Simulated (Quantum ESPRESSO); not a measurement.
The system is CoO.

```
Co O
1.0
     0.00000    2.13150    2.13150
     2.13150    0.00000    2.13150
     2.13150    2.13150    0.00000
Co O
1 1
Direct
  0.00000 0.00000 0.00000
  0.50000 0.50000 0.50000
```

Base run:

* Program: Quantum ESPRESSO 7.5
* Functional: PBEsol
* Potentials or basis: GBRV 1.5 PBEsol
* Cutoff: 762 eV
* Density cutoff: 6095 eV
* k mesh: 8 × 8 × 8
* Occupations: fermi-dirac, width 0.05 eV
* Spin: collinear spin, ferromagnetic start
* Starting moments: [2.0, 0.0] μB
* Hubbard terms: Co d U = 3 eV

Its results: band gap on the k mesh none (metal or under the smearing width); pressure -7.7 GPa; net moment 3.00 μB per cell; site moments Co +2.60; O +0.29 μB.

**Question.** The run is repeated on the same cell with these changes: hubbard terms from Co d U = 3 eV to none. What comes out?

**Answer.** Band gap on the k mesh none (metal or under the smearing width); pressure -10.7 GPa; net moment 2.99 μB per cell; site moments Co +2.54; O +0.35 μB.

Caveats: a cell with one magnetic atom can't hold antiferromagnetic order, which such compounds often take; semilocal functionals often make such compounds metallic where correlation or magnetic order opens a gap, which also shifts bond lengths (some runs).

Not every run made on this cell is shown here.
